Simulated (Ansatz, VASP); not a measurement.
**SiC: VASP beside Ansatz**

Aim: how closely do two programs agree when they are given the same cell, functional and k mesh? The cell is taken from a series of VASP runs on this material, whose earlier steps may have relaxed, scaled or displaced it; both programs get it as it stands.

Program: Ansatz 0.2.0. Level of theory: plane waves, with VASP 6.6.1 beside it; relaxation of cell and atoms at LDA and zone-centre phonons at LDA. Results are calculated unless marked as measured.

**1. The starting structure**

The structure is cubic, space group F-43m (No. 216). The conventional cell has a = 4.331 Å, b = 4.331 Å, c = 4.331 Å, α = 90.00°, β = 90.00°, γ = 90.00°. Nearest to Si lie 4 C at 1.88 Å. C has 4 Si at 1.88 Å nearest. Farther neighbours are not listed.

**2. VASP: relaxation of cell and atoms, LDA**

The relaxed volume is the usual yardstick between codes: its relative difference is about their pressure difference at one cell divided by the bulk modulus.

Lines of VASP's logs that name or quote its potential files are left out, and so is its time.

INCAR

```
SYSTEM = SiC
PREC = Accurate
ENCUT = 560
EDIFF = 1E-07
NELM = 100
ISMEAR = 0
SIGMA = 0.03
LREAL = .FALSE.
ALGO = Normal
GGA = CA
NBANDS = 10
LORBIT = 11
LWAVE = .FALSE.
LCHARG = .FALSE.
KPAR = 4
IBRION = 2
NSW = 50
ISIF = 3
EDIFFG = -0.003
```

POSCAR

```
SiC
1.0
    0.0000000000      2.1655834238      2.1655834238
    2.1655834238      0.0000000000      2.1655834238
    2.1655834238      2.1655834238      0.0000000000
Si C
1 1
Direct
    0.0000000000      0.0000000000      0.0000000000
    0.7500000000      0.7500000000      0.7500000000
```

KPOINTS

```
Automatic mesh
0
Gamma
8 8 8
0 0 0
```

Potentials, in the order of the species: Si and C (LDA family, release 64).

On the command line:

```bash
$ mpirun -np 4 vasp_std
```

Numbers of over 12 decimals in the logs are rounded to 6 here.

Log:

```text
[banner, memory and clock lines left out]
running    4 mpi-ranks, on    1 nodes
 distrk:  each k-point on    1 cores,    4 groups
 distr:  one band on    1 cores,    1 groups

 POSCAR found type information on POSCAR SiC
 POSCAR found :  2 types and       2 ions
 LDA part: xc-table for (Slater(with rela. corr.)+CA(PZ))
 , standard interpolation
 POSCAR, INCAR and KPOINTS ok, starting setup
 FFT: planning ... GRIDC
 FFT: planning ... GRID_SOFT
 FFT: planning ... GRID
 WAVECAR not read
 entering main loop
       N       E                     dE             d eps       ncg     rms          rms(c)
DAV:   1     0.450166869955E+01    0.45017E+01   -0.42549E+03   590   0.721E+02
DAV:   2    -0.180369603091E+02   -0.22539E+02   -0.21160E+02   790   0.118E+02
DAV:   3    -0.187309644722E+02   -0.69400E+00   -0.69321E+00   678   0.186E+01
DAV:   4    -0.187340582991E+02   -0.30938E-02   -0.30935E-02   676   0.159E+00
DAV:   5    -0.187340730499E+02   -0.14751E-04   -0.14751E-04   680   0.103E-01    0.926E+00
DAV:   6    -0.167382590023E+02    0.19958E+01   -0.75334E+00   608   0.132E+01    0.408E+00
DAV:   7    -0.166630489225E+02    0.75210E-01   -0.39237E-01   688   0.392E+00    0.182E+00
DAV:   8    -0.166424676774E+02    0.20581E-01   -0.27292E-02   608   0.107E+00    0.179E-01
DAV:   9    -0.166420973504E+02    0.37033E-03   -0.18210E-03   732   0.249E-01    0.946E-02
DAV:  10    -0.166421110095E+02   -0.13659E-04   -0.11023E-04   616   0.709E-02    0.317E-02
DAV:  11    -0.166421113829E+02   -0.37344E-06   -0.29527E-06   690   0.118E-02    0.134E-02
DAV:  12    -0.166421111556E+02    0.22732E-06   -0.67471E-07   608   0.425E-03    0.580E-04
DAV:  13    -0.166421111597E+02   -0.41343E-08   -0.27515E-08   310   0.114E-03
   1 F= -.16642111E+02 E0= -.16642111E+02  d E =-.166421E+02
 curvature:   0.00 expect dE= 0.000E+00 dE for cont linesearch  0.000E+00
 trial: gam= 0.00000 g(F)=  0.598E-48 g(S)=  0.231E-06 ort = 0.000E+00 (trialstep = 0.100E+01)
 search vector abs. value=  0.231E-06
 reached required accuracy - stopping structural energy minimisation
```

Parts of OUTCAR (step 2):

```text
ion  position               nearest neighbor table
   1  0.000  0.000  0.000-   2 1.88   2 1.88   2 1.88   2 1.88
   2  0.750  0.750  0.750-   1 1.88   1 1.88   1 1.88   1 1.88

  LATTYP: Found a face centered cubic cell.
 ALAT       =     4.3311668476

 Subroutine GETGRP returns: Found 24 space group operations
 (whereof 24 operations were pure point group operations)

The static configuration has the point symmetry T_d .

 Found     29 irreducible k-points:

   k-points           NKPTS =     29   k-points in BZ     NKDIM =     29   number of bands    NBANDS=     10

   dimension x,y,z NGX =    24 NGY =   24 NGZ =   24
   dimension x,y,z NGXF=    48 NGYF=   48 NGZF=   48

   ENCUT  =  560.0 eV  41.16 Ry    6.42 a.u.   5.91  5.91  5.91*2*pi/ulx,y,z

   NELECT =       8.0000    total number of electrons

 k-points in reciprocal lattice and weights: Automatic mesh
   0.00000000  0.00000000  0.00000000       0.002
   0.12500000  0.00000000  0.00000000       0.016
   0.25000000  0.00000000  0.00000000       0.016
   0.37500000  0.00000000  0.00000000       0.016
   0.50000000  0.00000000  0.00000000       0.008
   0.12500000  0.12500000  0.00000000       0.012
   0.25000000  0.12500000  0.00000000       0.047
   0.37500000  0.12500000  0.00000000       0.047
   0.50000000  0.12500000  0.00000000       0.047
[...]
-0.37500000  0.50000000  0.12500000       0.023
  -0.25000000  0.50000000  0.25000000       0.012

 average (electrostatic) potential at core
       1 -81.6736       2 -48.7644

 E-fermi :   8.4139

 k-point     1 :       0.0000    0.0000    0.0000
  band No.  band energies     occupation
      1      -7.1872      2.00000
      2       8.2745      2.00000
      3       8.2745      2.00000
      4       8.2745      2.00000
      5      14.7846      0.00000
      6      15.5942      0.00000
      7      15.5942      0.00000
      8      15.5942      0.00000
      9      22.8414      0.00000
    ...

 k-point     2 :       0.1250    0.0000    0.0000
  band No.  band energies     occupation
      1      -6.8769      2.00000
      2       6.7990      2.00000
      3       8.0718      2.00000
      4       8.0718      2.00000
      5      14.9031      0.00000
      6      15.9475      0.00000
      7      15.9475      0.00000
      8      16.2020      0.00000
      9      21.5855      0.00000
    ...

 k-point     3 :       0.2500    0.0000    0.0000
  band No.  band energies     occupation
      1      -5.9679      2.00000
      2       3.9712      2.00000
      3       7.6640      2.00000
      4       7.6640      2.00000
      5      14.3803      0.00000
      6      16.1864      0.00000
      7      16.1864      0.00000
      8      17.6926      0.00000
      9      21.4112      0.00000
    ...

  Total       -0.0017872     -0.0017872     -0.0017872      0.0000000      0.0000000     -0.0000000
  in kB       -0.1409741     -0.1409741     -0.1409741      0.0000000      0.0000000     -0.0000000
  external PRESSURE =      -0.1409741 kB  Pullay stress =       0.0000000 kB

  energy-cutoff  :      560.00
  volume of cell :       20.31
      direct lattice vectors                 reciprocal lattice vectors
     0.000000000  2.165583424  2.165583424    -0.230884663  0.230884663  0.230884663
     2.165583424  0.000000000  2.165583424     0.230884663 -0.230884663  0.230884663
     2.165583424  2.165583424  0.000000000     0.230884663  0.230884663 -0.230884663

 POSITION                                       TOTAL-FORCE (eV/Angst)
 -----------------------------------------------------------------------------------
      0.00000      0.00000      0.00000        -0.000000     -0.000000      0.000000
      3.24838      3.24838      3.24838         0.000000      0.000000      0.000000
 -----------------------------------------------------------------------------------
    total drift:                               -0.000000     -0.000000     -0.000000

  FREE ENERGIE OF THE ION-ELECTRON SYSTEM (eV)
  ---------------------------------------------------
  free  energy   TOTEN  =       -16.6421111597 eV

  energy  without entropy=      -16.6421111597  energy(sigma->0) =      -16.64211116

 reached required accuracy - stopping structural energy minimisation

 total charge
# of ion       s       p       d       tot
------------------------------------------
    1        0.714   0.997   0.000   1.711
    2        0.829   1.728   0.000   2.557
--------------------------------------------------
tot          1.543   2.725   0.000   4.268

[... 3 further parts left out ...]
```

The run keeps the 24 symmetry operations of its start, so it cannot find a distortion of lower symmetry.

**3. Ansatz: relaxation of cell and atoms, LDA**

Ansatz runs on its default PAW (the set named soft_2) files.

The same cell, functional (in two slightly different forms), mesh and smearing now go to Ansatz, which takes its cutoff from its data sets.

input.yaml

```yaml
crystal:
  lattice:
    - [0.0, 2.1655834238, 2.1655834238]
    - [2.1655834238, 0.0, 2.1655834238]
    - [2.1655834238, 2.1655834238, 0.0]
  atoms:
    - { symbol: Si, position: [0.0, 0.0, 0.0] }
    - { symbol: C, position: [0.75, 0.75, 0.75] }
hamiltonian:
  xc: lda
  pseudopotentials: { kind: paw }
kpoints:
  mp_grid: { grid: [8, 8, 8] }
scf:
  occupations: { method: gaussian, width: 0.03 }
relax:
  f_tol: 0.01
  max_steps: 60
  cell: { stress_tol: 0.05 }
output:
  forces: true
  stress: true
  write_density: true
  write_potential: true
  elf: true
  volumetric_format: npy
```

On the command line:

```bash
$ ansatz run input.yaml --threads 4 --pin off --max-ram 9216MiB --backend cpu --events-out ev --progress --plain --runs-dir out
```

Log:

```text
Engine: ansatz 0.2.0, aarch64-unknown-linux-gnu
Pseudopotentials: kind: paw
Pseudopotential: Si, paw, valence charge 4, recommended cutoff 420 eV (normal), Si.paw.azcp
Pseudopotential: C, paw, valence charge 4, recommended cutoff 420 eV (normal), C.paw.azcp
Functional definition: SPW92
  exchange = slater_x
  correlation = pw_c
Crystal: 2 atoms, lattice volume = 20.312 Å³
Basis set: ecut = 420 eV, 411 PW (Γ)
Bands: 8, of which v1, the nominal top of the filled ones, is band 4 counted from 1 (3 counted from 0)
Symmetry: 24 space group operations
Space group: F-43m (ITA 216), of the structure as read, at distance tolerance 2.7e-5 Å
k-points: 29 of 512 (time reversal used)
Non-local potential: Si, projectors of the file, l = 0: 2, l = 1: 2, l = 2: 2
Non-local potential: C, projectors of the file, l = 0: 2, l = 1: 2, l = 2: 1
PAW form: soft (Blöchl's): semilocal exchange-correlation on the pseudo side does not see the compensation charge
PAW frozen core: Si, regenerated for the run's functional, and the local potential with it (the file was generated under x = pbe(κ = 0.804, μ = 0.219515), c = pbe(β = 0.066725))
PAW frozen core: C, regenerated for the run's functional, and the local potential with it (the file was generated under x = pbe(κ = 0.804, μ = 0.219515), c = pbe(β = 0.066725))
PAW one-centre angular grid: Si, 110 points (default); XC on 64 Gauss nodes
PAW one-centre angular grid: C, 110 points (default); XC on 64 Gauss nodes
Initial density: superposition of atomic densities (neutral atoms: chi_scale 0, normalization atom), corrected by the library's trained network
Initial wavefunctions: pseudopotential atomic-orbital guess
Functional: x = slater, c = lda
SCF iter   1: F=—  HF=-852.202949 eV  |F-HF|=—  |Δ(HF+E_count)|=         —  Δρ=7.51e-3  dr2=1.14e-2  ethr=1.77e-3  ⟨swp⟩=5.9  Hψ=1917  notcnv=0
preconditioner: auto → none  [insulator: Δε(μ)=1.230 eV  Ē_g=14.056 eV  σ=0.030 eV  W_gap=1.00  n_scr=0 (ndim 8)  ℏωp=23.3 eV  f_vac=0.000  D(μ)=0.00/eV (n_scr^D=0)  ε∞_Penn≈3.7]
SCF iter   2: F=—  HF=-852.199859 eV  |F-HF|=—  |Δ(HF+E_count)|=   3.09e-3  Δρ=3.44e-3  dr2=1.13e-3  ethr=1.43e-4  ⟨swp⟩=2.3  Hψ=601  notcnv=0
SCF iter   3: F=—  HF=-852.199560 eV  |F-HF|=—  |Δ(HF+E_count)|=   2.98e-4  Δρ=1.45e-3  dr2=1.67e-4  ethr=1.41e-5  ⟨swp⟩=2.4  Hψ=373  notcnv=0
SCF iter   4: F=—  HF=-852.199520 eV  |F-HF|=—  |Δ(HF+E_count)|=   4.01e-5  Δρ=3.04e-4  dr2=7.79e-6  ethr=2.09e-6  ⟨swp⟩=1.0  Hψ=232  notcnv=0
SCF iter   5: F=—  HF=-852.199517 eV  |F-HF|=—  |Δ(HF+E_count)|=   2.97e-6  Δρ=2.44e-5  dr2=5.28e-8  ethr=9.74e-8  ⟨swp⟩=1.4  Hψ=265  notcnv=0
SCF iter   6: F=-852.199517 eV  HF=-852.199517 eV  |F-HF|=5.56e-11  |Δ(HF+E_count)|=   7.23e-9  Δρ=1.45e-6  dr2=1.46e-10  ethr=6.61e-10  ⟨swp⟩=5.2  Hψ=1122  notcnv=0
SCF 1 converged in 6 iterations: F = -852.199517 eV  dr2 = 1.46e-10
  greatest PAW one-centre occupation: 0.639 electrons in one spin orbital (limit 2), on the C atom at site 1 (counted from 0), in its partial waves of l = 0
relax step   1: F+E_penalty+E_count = -852.19951728 eV  Δ(F+E_penalty+E_count) = +0.000e0 eV  max|allowed force component| = 4.256e-16 eV/Å  Δτ_max = 0.0000 Å  P = -0.338 GPa  Ω = 20.312 Å³  (6 SCF iters, dr2 threshold 1.00e-7 eV, accepted)
[...]
relax step   2: F+E_penalty+E_count = -852.19957998 eV  Δ(F+E_penalty+E_count) = -6.270e-5 eV  max|allowed force component| = 1.573e-16 eV/Å  Δτ_max = 0.0000 Å  P = -0.161 GPa  Ω = 20.297 Å³  energy of the carried Pulay correction = +3.854e-5 eV  (3 SCF iters, dr2 threshold 2.00e-7 eV, accepted)
[...]
relax step   3: F+E_penalty+E_count = -852.19962177 eV  Δ(F+E_penalty+E_count) = -4.179e-5 eV  max|allowed force component| = 6.708e-17 eV/Å  Δτ_max = 0.0000 Å  P = +0.001 GPa  Ω = 20.282 Å³  energy of the carried Pulay correction = +7.341e-5 eV  (3 SCF iters, dr2 threshold 6.45e-8 eV, accepted)
[...]
relax step   4: F+E_penalty+E_count = -852.19956830 eV  Δ(F+E_penalty+E_count) = +5.347e-5 eV  max|allowed force component| = 7.170e-17 eV/Å  Δτ_max = 0.0000 Å  P = -0.004 GPa  Ω = 20.282 Å³  stress off target by 3.53e-3 GPa  SCF on the basis re-selected at this cell (its energy is not comparable with the rows above)  (4 SCF iters)
basis re-selected at this cell: Δ(F+E_penalty+E_count) = +5.347e-5 eV, ΔP = -0.005 GPa vs the last step (what re-selecting the basis moved, of the pressure what is left beyond the Pulay correction that the steps carried, after the strain that the cell walked since its last selection, with what the two solves' SCF thresholds leave and, on support functions, any second-order correction that the steps lacked; it is no m [...]
SCF converged after 4 iterations
Free energy (F): -852.199568 eV
Harris-Foulkes:  -852.199568 eV  (|F-HF|=1.52e-11)
Internal energy: -852.199568 eV  (E = F + TS)
E sigma→0 (E₀):  -852.199568 eV
Fermi energy:    10.147169 eV
--- Per-component energies (eV) ---
  E_band       = 28.655797
  E_kinetic    = 136.802038
  E_local      = -105.070724  (includes V_loc(G=0)·N_el)
  E_nonlocal   = 54.182977
  E_hartree    = 31.585522
  E_xc         = -105.072454
  E_vxc        = -109.833426  (∫ρ·V_xc dr)
  E_paw        = -578.086502  (= ΣΔE_a)
  E_vpaw       = -10.596169  (= ΣTr[D̂ρ^β])
  E_aug_tail   = 0.000016  (compensation charges beyond the density's cutoff)
  E_ewald      = -286.687605
  E_core_change = 0.147163  (= ΣΔE_core)
  E_smearing   = -0.000000  (= −TS)
  E_closure    = 0.000000  (closes the sum)
  Σ components = -852.199568   (vs F -852.199568, Δ=0.00e0)
--- Forces (eV/Å), atoms counted from 1 ---
  atom   1  Si    -0.00000000    -0.00000000     0.00000000
  atom   2  C      0.00000000     0.00000000    -0.00000000
  max |Σ_I F_I| component: 7.86e-17 eV/Å
--- Stress (GPa, compression-positive) ---
       -0.003525      -0.000000      -0.000000
       -0.000000      -0.003525       0.000000
       -0.000000       0.000000      -0.003525
  P = ⅓ Tr σ = -0.0035 GPa (-0.035 kbar)
--- Band table (eV; the first three rows and the last of 29) ---
  k-point 0: bands = ["-5.9789", "9.4974", "9.4974", "9.4974", "15.9995", "16.8339", "16.8339", "16.8339"]
  k-point 1: bands = ["-5.6683", "8.0215", "9.2951", "9.2951", "16.1294", "17.1873", "17.1873", "17.4302"]
  k-point 2: bands = ["-4.7581", "5.1910", "8.8865", "8.8865", "15.6086", "17.4255", "17.4255", "18.9184"]
  k-point 28: bands = ["-0.5276", "2.4338", "4.3887", "4.7118", "14.6647", "19.0232", "19.0445", "19.2092"]
--- Relaxed structure (3 steps of the walk, 3 accepted, 1 SCFs on fresh bases) ---
  F+E_penalty+E_count = -852.19956830 eV   max|allowed force component| = 7.170e-17 eV/Å   (the final SCF, on the basis selected at the relaxed cell)
  cell:  # Å, volume = 20.2825 Å³
    - [0, 2.164530, 2.164530]
    - [2.164530, 0, 2.164530]
    - [2.164530, 2.164530, 0]
  atoms:
    - { symbol: Si, position: [0, 0, 0] }
    - { symbol: C, position: [0.75, 0.75, 0.75] }
```

Wall time 1.3 s (4 threads of Arm Neoverse V1, shared host); peak memory 0.28 GiB; 3.2 s of CPU time.

**4. Side by side**

Known differences besides the potentials themselves: the two LDA forms differ slightly; both relaxations stop at a tolerance, which leaves soft axes loose, and VASP keeps its plane-wave basis; the cutoff is 420 eV in Ansatz and 560 eV in VASP; VASP's log shows a relativistic correction to its local exchange, Ansatz's none; Ansatz adds a Pulay correction to the stress that steers its cell, VASP none. Total energies have different zeros and are not compared.

Both answers:

```tsv
quantity	Ansatz	VASP	difference
volume (Å³)	20.28	20.31	-0.15 %
edge a after relaxation, in the typed setting (Å)	3.061	3.063	-0.05 %
```

The walks stopped with 0.00 GPa left in Ansatz and -0.01 GPa in VASP; each walk ends within a tolerance, so the volume difference is uncertain by about these residues over the bulk modulus, most in soft cells.

(Continued in part 2 of 2.)

[Lines on the potential files, build, host, timing and source positions are cut from VASP's logs without a mark.]

[Logs are printed without paths, hosts, clocks, repeated set-up lines and the standing remarks that a program may print on its own settings, such as how far it seeks lower states.]

[Hosts, paths, dates, database ids (printed as entryN), source tags and the programs' standing remarks are cut or masked in the printed files.]
